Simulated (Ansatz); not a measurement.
## The polar optical mode of BaO at 4 GPa, worked through

Theory: Ansatz, DFT LDA, scalar-relativistic, plane waves, PAW. Plane waves to 420 eV; Γ-centred k mesh 10×10×10; fixed occupations. No spin polarisation. Phonons by linear response, acoustic sum rule imposed.

The cell, relaxed at 4 GPa:
```xyz
2
Lattice="0.0000 2.6789 2.6789 2.6789 0.0000 2.6789 2.6789 2.6789 0.0000" Properties=species:S:1:pos:R:3 pbc="T T T"
Ba    0.0000    0.0000    0.0000
O     2.6789    2.6789    2.6789
```

Spin–orbit coupling is left out, which matters for heavy elements.

Linear response gives ν_TO = 109.3 cm⁻¹, Born charges ±2.849 e (positive on Ba) and ε∞ = 4.326. The primitive cell holds 38.452 Å³, and the masses are 137.327 and 15.999 amu.

Question: Find ν_LO and the static dielectric constant.

Answer: The long-wave field adds a restoring force: ω_LO² − ω_TO² = Z*²e²/(ε_vac ε∞ μV). In these units ν_LO² − ν_TO² = 4.92064×10⁷ Z*²/(μ V ε∞) cm⁻², with μ = m₁m₂/(m₁ + m₂) = 14.330 amu: 167495 cm⁻². So ν_LO = √(109.3² + 167495) = 423.6 cm⁻¹, and the run gives 423.6. Lyddane–Sachs–Teller then gives ε0 = ε∞ (ν_LO/ν_TO)² = 65.02, against 65.02 in the run (it forms both from the same three quantities, so the match checks the arithmetic only). Between ν_TO and ν_LO the dielectric function is negative and an undamped crystal reflects fully: a reststrahlen band from 23.6 to 91.5 μm.

Question: What do the Clausius–Mossotti polarisability and the Szigeti charge come to?

Answer: With the Lorentz local field, α = (3V/4π)(ε∞ − 1)/(ε∞ + 2) = 4.83 Å³ for the pair, and e_S = 3Z*/(ε∞ + 2) = 1.35 e. The Born charge includes the electrons' response to the dipole's own local field, and e_S takes that enhancement out. The Lorentz field assumes point-like polarisable ions, a poor picture once ε∞ is this large, since the electron clouds then overlap or are shared, so both numbers are formal here.

Question: How strongly does a slow electron couple to the LO mode?

Answer: For one isotropic parabolic band, Fröhlich's constant is α_F = (1/ε∞ − 1/ε0) √(m* Ry/ħω_LO), with Ry = 13.606 eV, ħω_LO = 52.5 meV and m* in free-electron masses: α_F = 0.2158 × 16.10 × √m* = 3.47 √m*. The band mass isn't part of this run; for m* = 0.1, 0.3 and 1 it gives 1.10, 1.90, 3.47. In weak coupling the polaron lies α_F ħω_LO below the band edge (100 meV at m* = 0.3) with a mass m*(1 + α_F/6); past α_F of about 5 or 6 that expansion fails. A semilocal functional's ε∞ tends to be too large, which taken alone lowers α_F.